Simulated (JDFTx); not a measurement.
# C (Fd-3m) in JDFTx: notebook

The runs below take C through equation of state, with PBEsol.

All numbers are computed with JDFTx 1.7.0 (patched build); they aren't measurements. Logs are shortened: lines on timing, memory, paths and dates and some standing lists are left out, and cuts for length are marked. The log counts tension as positive stress, the text compression.

**Measured values to compare with.**

“Equation of state of cubic boron nitride at high pressures and temperatures”, 2007, arxiv:cond-mat/0702656 quotes, for a bulk crystal of C: bulk modulus 444.8 ± 0.8 GPa.

The runs below are set against these values where they give the same quantity.

**1. The structure**

It takes space group Fd-3m (No. 227, cubic). The conventional cell has a = 3.567 Å, b = 3.567 Å, c = 3.567 Å, α = 90.00°, β = 90.00°, γ = 90.00°. C (site symmetry -43m) has 4 C at 1.54 Å as nearest neighbours.

This isn't the form of C at room conditions, which is graphite.

**2. Equation of state, PBEsol, 5.33 Å³/atom (volume scaled by 0.94)**

The input, C.in:

```
lattice \
    0.0000000000     3.3012844142     3.3012844142 \
    3.3012844142     0.0000000000     3.3012844142 \
    3.3012844142     3.3012844142     0.0000000000
coords-type Cartesian
ion C      4.9519266213     4.9519266213     4.9519266213 1
ion C      3.3012844142     3.3012844142     3.3012844142 1

ion-species pseudo/C.upf
elec-cutoff 41 328
elec-ex-corr gga-PBEsol
kpoint-folding 13 13 13
elec-smearing Fermi 0.0018374661
elec-n-bands 9
electronic-SCF nIterations 100 energyDiffThreshold 1e-09
electronic-minimize nIterations 30 energyDiffThreshold 1e-7
forces-output-coords Cartesian

dump-name run.$VAR
dump End Ecomponents EigStats BandEigs Kpoints Forces Stress ElecDensity Dtot KEdensity
```

Potentials or basis: PseudoDojo-SR-PBEsol-0.4.1-standard.

The run is started by

```
$ jdftx -c 1 -i C.in -o C.out
```

Standard output:

```text
*************** JDFTx 1.7.0 (patched build) ***************

Input parsed successfully to the following command list (including defaults):
[... the input with its defaults ...]

---------- Setting up symmetries ----------

Found 48 point-group symmetries of the bravais lattice
Found 48 space-group symmetries with basis
Applied RMS atom displacement 6.70209e-16 bohrs to make symmetries exact.

---------- Initializing the Grid ----------
R =
[            0      3.30128      3.30128  ]
[      3.30128            0      3.30128  ]
[      3.30128      3.30128            0  ]
unit cell volume = 71.958
G =
[  -0.951627   0.951627   0.951627  ]
[   0.951627  -0.951627   0.951627  ]
[   0.951627   0.951627  -0.951627  ]
Minimum fftbox size, Smin = [  40  40  40  ]
Chosen fftbox size, S = [  40  40  40  ]

---------- Initializing tighter grid for wavefunction operations ----------
R =
[            0      3.30128      3.30128  ]
[      3.30128            0      3.30128  ]
[      3.30128      3.30128            0  ]
unit cell volume = 71.958
G =
[  -0.951627   0.951627   0.951627  ]
[   0.951627  -0.951627   0.951627  ]
[   0.951627   0.951627  -0.951627  ]
Minimum fftbox size, Smin = [  28  28  28  ]
Chosen fftbox size, S = [  28  28  28  ]

---------- Exchange Correlation functional ----------
Initalized PBEsol GGA exchange.
Initalized PBEsol GGA correlation.

---------- Setting up pseudopotentials ----------
Width of ionic core gaussian charges (only for fluid interactions / plotting) set to 0

Reading pseudopotential file 'pseudo/C.upf':
  'C' pseudopotential, 'PBESOL' functional
  Generated using ONCVPSP code by D. R. Hamann
  4 valence electrons, 2 orbitals, 4 projectors, 1001 radial grid points, with lMax = 1
    2S    l: 0   occupation:  2.0   eigenvalue: -0.501565
    2P    l: 1   occupation:  2.0   eigenvalue: -0.192331
  Core radius for overlap checks: 1.21 bohrs.

Initialized 1 species with 2 total atoms.

Folded 1 k-points by 13x13x13 to 2197 k-points.

---------- Setting up k-points, bands, fillings ----------
Reduced to 84 k-points under symmetry.
Computing the number of bands and number of electrons
Calculating initial fillings.
nElectrons:   8.000000   nBands: 9   nStates: 84

----- Setting up reduced wavefunction bases (one per k-point) -----
average nbasis = 902.698 , ideal nbasis = 902.295

---------- Setting up ewald sum ----------
Optimum gaussian width for ewald sums = 1.499386 bohr.
Real space sum over 1331 unit cells with max indices [  5  5  5  ]
Reciprocal space sum over 2197 terms with max indices [  6  6  6  ]

---------- Allocating electronic variables ----------
Initializing wave functions:  linear combination of atomic orbitals
Note: number of bands (9) exceeds available atomic orbitals (8)
C pseudo-atom occupations:   s ( 2 )  p ( 2 )
	FillingsUpdate:  mu: +0.700000000  nElectrons: 8.000000
LCAOMinimize: Iter:   0  F: -11.3784545636069883  |grad|_K:  5.413e-04  alpha:  1.000e+00
	FillingsUpdate:  mu: +0.700000000  nElectrons: 8.000000
LCAOMinimize: Iter:   1  F: -11.3793955990083635  |grad|_K:  5.618e-06  alpha:  9.429e-01  linmin:  4.861e-01  cgtest: -9.579e-01
	FillingsUpdate:  mu: +0.700000000  nElectrons: 8.000000
LCAOMinimize: Iter:   2  F: -11.3793956030721919  |grad|_K:  5.514e-06  alpha:  7.102e-01  linmin:  1.223e-06  cgtest:  9.808e-01
	FillingsUpdate:  mu: +0.700000000  nElectrons: 8.000000
LCAOMinimize: Iter:   3  F: -11.3793956994941308  |grad|_K:  1.431e-08  alpha:  9.322e-01  linmin: -1.974e-02  cgtest:  4.141e-02
LCAOMinimize: Encountered beta<0, resetting CG.
LCAOMinimize: Converged (|Delta F|<1.000000e-06 for 2 iters).

-------- Electronic minimization -----------
Will mix electronic density at each iteration.
	FillingsUpdate:  mu: +0.700000000  nElectrons: 8.000000
	FillingsUpdate:  mu: +0.632728782  nElectrons: 8.000000
SCF: Cycle:  0   F: -11.431863398654189   dF: -5.247e-02   |Residual|: 6.029e-02   |deigs|: 1.757e-01
	FillingsUpdate:  mu: +0.635849010  nElectrons: 8.000000
SCF: Cycle:  1   F: -11.432349272492283   dF: -4.859e-04   |Residual|: 2.972e-02   |deigs|: 6.423e-03
	FillingsUpdate:  mu: +0.639219210  nElectrons: 8.000000
SCF: Cycle:  2   F: -11.432491868302190   dF: -1.426e-04   |Residual|: 2.668e-03   |deigs|: 5.439e-03
	FillingsUpdate:  mu: +0.639155693  nElectrons: 8.000000
SCF: Cycle:  3   F: -11.432492439994046   dF: -5.717e-07   |Residual|: 8.368e-04   |deigs|: 4.367e-04
	FillingsUpdate:  mu: +0.639259372  nElectrons: 8.000000
SCF: Cycle:  4   F: -11.432492554322151   dF: -1.143e-07   |Residual|: 9.847e-05   |deigs|: 1.531e-04
	FillingsUpdate:  mu: +0.639273139  nElectrons: 8.000000
SCF: Cycle:  5   F: -11.432492562735877   dF: -8.414e-09   |Residual|: 4.698e-05   |deigs|: 6.230e-05
	FillingsUpdate:  mu: +0.639274243  nElectrons: 8.000000
SCF: Cycle:  6   F: -11.432492564792788   dF: -2.057e-09   |Residual|: 5.730e-06   |deigs|: 3.681e-04
	FillingsUpdate:  mu: +0.639273633  nElectrons: 8.000000
SCF: Cycle:  7   F: -11.432492564989344   dF: -1.966e-10   |Residual|: 1.502e-06   |deigs|: 3.316e-04
	FillingsUpdate:  mu: +0.639273634  nElectrons: 8.000000
SCF: Cycle:  8   F: -11.432492565045672   dF: -5.633e-11   |Residual|: 7.832e-07   |deigs|: 1.477e-04
SCF: Converged (|Delta E|<1.000000e-09 for 2 iters).

Setting wave functions to eigenvectors of Hamiltonian

# Stress tensor in Cartesian coordinates [Eh/a0^3]:
[ -0.000917832            0            0  ]
[            0 -0.000917832            0  ]
[            0            0 -0.000917832  ]

# Ionic positions in cartesian coordinates:
ion C   4.951926621300001   4.951926621300001   4.951926621300001 1
ion C   3.301284414200000   3.301284414200000   3.301284414200001 1

# Forces in Cartesian coordinates:
force C  -0.000000000000000   0.000000000000000   0.000000000000000 1
force C   0.000000000000000  -0.000000000000000   0.000000000000000 1

# Energy components:
   Eewald =      -13.0538235868955663
       EH =        0.9170190637574225
     Eloc =       -3.5410565580402316
      Enl =       -0.6187249425740914
      Exc =       -4.3634177699157037
 Exc_core =        0.5742048348438834
       KE =        8.6533063937786174
-------------------------------------
     Etot =      -11.4324925650456706
       TS =        0.0000000000000014
-------------------------------------
        F =      -11.4324925650456724

IonicMinimize: Iter:   0  F: -11.432492565045672  |grad|_K:  1.048e-35
IonicMinimize: Converged (|grad|_K<1.000000e-04).

#--- Lowdin population analysis ---
# oxidation-state C +0.014 +0.014

Dumping 'run.eigStats' ...
	eMin: -0.290196 at state 0 ( [ +0.000000 +0.000000 +0.000000 ] spin 0 )
	HOMO: +0.533172 at state 0 ( [ +0.000000 +0.000000 +0.000000 ] spin 0 )
	mu  : +0.639274
	LUMO: +0.687378 at state 43 ( [ +0.000000 +0.384615 +0.384615 ] spin 0 )
	eMax: +1.415270 at state 47 ( [ +0.000000 +0.461538 +0.461538 ] spin 0 )
	HOMO-LUMO gap: +0.154206
	Optical gap  : +0.210826 at state 0 ( [ +0.000000 +0.000000 +0.000000 ] spin 0 )
Done!
[note: mu as printed may lie anywhere between the filled and the empty levels]
```

Run time: 12 s. Hardware: 1 thread of AMD EPYC 9R45 (Zen 5), shared host; peak memory 0.07 GiB.

Results:

* Free energy: -311.0940 eV
* Pressure: 27.0 GPa
* Band gap on the k mesh: 4.20 eV, indirect (least direct gap 5.74 eV)

Caveat: an odd mesh through Γ misses points on the zone boundary, where band edges often lie.

**3. Equation of state, PBEsol, 5.44 Å³/atom (volume scaled by 0.96)**

The input, C.in:

```
lattice \
    0.0000000000     3.3245336620     3.3245336620 \
    3.3245336620     0.0000000000     3.3245336620 \
    3.3245336620     3.3245336620     0.0000000000
coords-type Cartesian
ion C      4.9868004930     4.9868004930     4.9868004930 1
ion C      3.3245336620     3.3245336620     3.3245336620 1

ion-species pseudo/C.upf
elec-cutoff 41 328
elec-ex-corr gga-PBEsol
kpoint-folding 13 13 13
elec-smearing Fermi 0.0018374661
elec-n-bands 9
electronic-SCF nIterations 100 energyDiffThreshold 1e-09
electronic-minimize nIterations 30 energyDiffThreshold 1e-7
forces-output-coords Cartesian

dump-name run.$VAR
dump End Ecomponents EigStats BandEigs Kpoints Forces Stress
```

Potentials or basis: PseudoDojo-SR-PBEsol-0.4.1-standard.

The run is started by

```
$ jdftx -c 1 -i C.in -o C.out
```

It took 12 s on 1 thread of AMD EPYC 9R45 (Zen 5), shared host; peak memory 0.07 GiB.

It converged, with:

| Quantity | Value |
| --- | --- |
| Free energy | -311.1245 eV |
| Pressure | 15.9 GPa |
| Band gap on the k mesh | 4.15 eV, indirect (least direct gap 5.68 eV) |

Caveat: an odd mesh through Γ misses points on the zone boundary, where band edges often lie.

**4. Equation of state, PBEsol, 5.56 Å³/atom (volume scaled by 0.98)**

The input, C.in:

```
lattice \
    0.0000000000     3.3474622049     3.3474622049 \
    3.3474622049     0.0000000000     3.3474622049 \
    3.3474622049     3.3474622049     0.0000000000
coords-type Cartesian
ion C      5.0211933074     5.0211933074     5.0211933074 1
ion C      3.3474622049     3.3474622049     3.3474622049 1

ion-species pseudo/C.upf
elec-cutoff 41 328
elec-ex-corr gga-PBEsol
kpoint-folding 13 13 13
elec-smearing Fermi 0.0018374661
elec-n-bands 9
electronic-SCF nIterations 100 energyDiffThreshold 1e-09
electronic-minimize nIterations 30 energyDiffThreshold 1e-7
forces-output-coords Cartesian

dump-name run.$VAR
dump End Ecomponents EigStats BandEigs Kpoints Forces Stress
```

The run is started by

```
$ jdftx -c 1 -i C.in -o C.out
```

Run time: 11 s. Hardware: 1 thread of AMD EPYC 9R45 (Zen 5), shared host; peak memory 0.07 GiB.

The run converged. Its results:

```
Free energy            : -311.1401 eV
Pressure               : 5.8 GPa
Band gap on the k mesh : 4.10 eV, indirect (least direct gap 5.62 eV)
```

Caveat: an odd mesh through Γ misses points on the zone boundary, where band edges often lie.

**5. Equation of state, PBEsol, 5.67 Å³/atom**

The input, C.in:

```
lattice \
    0.0000000000     3.3700808789     3.3700808789 \
    3.3700808789     0.0000000000     3.3700808789 \
    3.3700808789     3.3700808789     0.0000000000
coords-type Cartesian
ion C      5.0551213183     5.0551213183     5.0551213183 1
ion C      3.3700808789     3.3700808789     3.3700808789 1

ion-species pseudo/C.upf
elec-cutoff 41 328
elec-ex-corr gga-PBEsol
kpoint-folding 13 13 13
elec-smearing Fermi 0.0018374661
elec-n-bands 9
electronic-SCF nIterations 100 energyDiffThreshold 1e-09
electronic-minimize nIterations 30 energyDiffThreshold 1e-7
forces-output-coords Cartesian

dump-name run.$VAR
dump End Ecomponents EigStats BandEigs Kpoints Forces Stress
```

The run is started by

```
$ jdftx -c 1 -i C.in -o C.out
```

Run time: 11 s. Hardware: 1 thread of AMD EPYC 9R45 (Zen 5), shared host; peak memory 0.07 GiB.

Results (log left out):

```yaml
Free_energy: -311.1421 eV
Pressure: -3.3 GPa
Band_gap_on_the_k_mesh: 4.05 eV, indirect (least direct gap 5.56 eV)
```

Caveat: an odd mesh through Γ misses points on the zone boundary, where band edges often lie.

**6. Equation of state, PBEsol, 5.79 Å³/atom (volume scaled by 1.02)**

The input, C.in:

```
lattice \
    0.0000000000     3.3923999456     3.3923999456 \
    3.3923999456     0.0000000000     3.3923999456 \
    3.3923999456     3.3923999456     0.0000000000
coords-type Cartesian
ion C      5.0885999185     5.0885999185     5.0885999185 1
ion C      3.3923999456     3.3923999456     3.3923999456 1

ion-species pseudo/C.upf
elec-cutoff 41 328
elec-ex-corr gga-PBEsol
kpoint-folding 13 13 13
elec-smearing Fermi 0.0018374661
elec-n-bands 9
electronic-SCF nIterations 100 energyDiffThreshold 1e-09
electronic-minimize nIterations 30 energyDiffThreshold 1e-7
forces-output-coords Cartesian

dump-name run.$VAR
dump End Ecomponents EigStats BandEigs Kpoints Forces Stress
```

Potentials or basis: PseudoDojo-SR-PBEsol-0.4.1-standard.

The run is started by

```
$ jdftx -c 1 -i C.in -o C.out
```

Run time: 11 s. Hardware: 1 thread of AMD EPYC 9R45 (Zen 5), shared host; peak memory 0.07 GiB.

The run converged. Its results:

* Free energy: -311.1316 eV
* Pressure: -11.7 GPa
* Band gap on the k mesh: 4.01 eV, indirect (least direct gap 5.51 eV)

Caveat: an odd mesh through Γ misses points on the zone boundary, where band edges often lie.

**7. Equation of state, PBEsol, 5.90 Å³/atom (volume scaled by 1.04)**

The input, C.in:

```
lattice \
    0.0000000000     3.4144291341     3.4144291341 \
    3.4144291341     0.0000000000     3.4144291341 \
    3.4144291341     3.4144291341     0.0000000000
coords-type Cartesian
ion C      5.1216437011     5.1216437011     5.1216437011 1
ion C      3.4144291341     3.4144291341     3.4144291341 1

ion-species pseudo/C.upf
elec-cutoff 41 328
elec-ex-corr gga-PBEsol
kpoint-folding 13 13 13
elec-smearing Fermi 0.0018374661
elec-n-bands 9
electronic-SCF nIterations 100 energyDiffThreshold 1e-09
electronic-minimize nIterations 30 energyDiffThreshold 1e-7
forces-output-coords Cartesian

dump-name run.$VAR
dump End Ecomponents EigStats BandEigs Kpoints Forces Stress
```

The run is started by

```
$ jdftx -c 1 -i C.in -o C.out
```

It took 11 s on 1 thread of AMD EPYC 9R45 (Zen 5), shared host; peak memory 0.07 GiB.

It converged, with:

```yaml
Free_energy: -311.1099 eV
Pressure: -19.3 GPa
Band_gap_on_the_k_mesh: 3.96 eV, indirect (least direct gap 5.45 eV)
```

Caveat: an odd mesh through Γ misses points on the zone boundary, where band edges often lie.

**8. Equation of state, PBEsol, 6.01 Å³/atom (volume scaled by 1.06)**

The input, C.in:

```
lattice \
    0.0000000000     3.4361776767     3.4361776767 \
    3.4361776767     0.0000000000     3.4361776767 \
    3.4361776767     3.4361776767     0.0000000000
coords-type Cartesian
ion C      5.1542665150     5.1542665150     5.1542665150 1
ion C      3.4361776767     3.4361776767     3.4361776767 1

ion-species pseudo/C.upf
elec-cutoff 41 328
elec-ex-corr gga-PBEsol
kpoint-folding 13 13 13
elec-smearing Fermi 0.0018374661
elec-n-bands 9
electronic-SCF nIterations 100 energyDiffThreshold 1e-09
electronic-minimize nIterations 30 energyDiffThreshold 1e-7
forces-output-coords Cartesian

dump-name run.$VAR
dump End Ecomponents EigStats BandEigs Kpoints Forces Stress
```

The run is started by

```
$ jdftx -c 1 -i C.in -o C.out
```

It took 10 s on 1 thread of AMD EPYC 9R45 (Zen 5), shared host; peak memory 0.07 GiB.

Results (log left out):

```yaml
Free_energy: -311.0779 eV
Pressure: -26.2 GPa
Band_gap_on_the_k_mesh: 3.92 eV, indirect (least direct gap 5.40 eV)
```

Caveat: an odd mesh through Γ misses points on the zone boundary, where band edges often lie.

**9. Equation of state, PBEsol**

Potentials or basis: PseudoDojo-SR-PBEsol-0.4.1-standard.

No new run: the results of the series are fitted here.

Results:

```yaml
Equilibrium_volume: 5.63 Å³/atom
Bulk_modulus: 449 GPa
Pressure_derivative_of_the_bulk_modulus: 3.7
```

Energy against volume, from the lowest point:
| volume (Å³/atom) | energy (meV/atom) |
| --- | --- |
| 5.332 | 24.06 |
| 5.445 | 8.78 |
| 5.558 | 0.98 |
| 5.672 | 0.00 |
| 5.785 | 5.23 |
| 5.899 | 16.09 |
| 6.012 | 32.10 |

**10. Comparison with measurements**

Step 9. Against the measured bulk modulus of C, 444.8 GPa (quoted in “Equation of state of cubic boron nitride at high pressures and temperatures”, 2007, arxiv:cond-mat/0702656), the calculated 449 GPa is off by +1.0 %. 3 values of this kind are on record (442 to 444.8 GPa); this one was drawn at random among those near their median, those with a stated uncertainty first. The fit is for a static lattice scaled at fixed shape and fixed fractional positions. The cell as given is a measured one (5.67 Å³/atom); PBEsol puts the equilibrium volume -0.7 % from it, thermal expansion not counted.
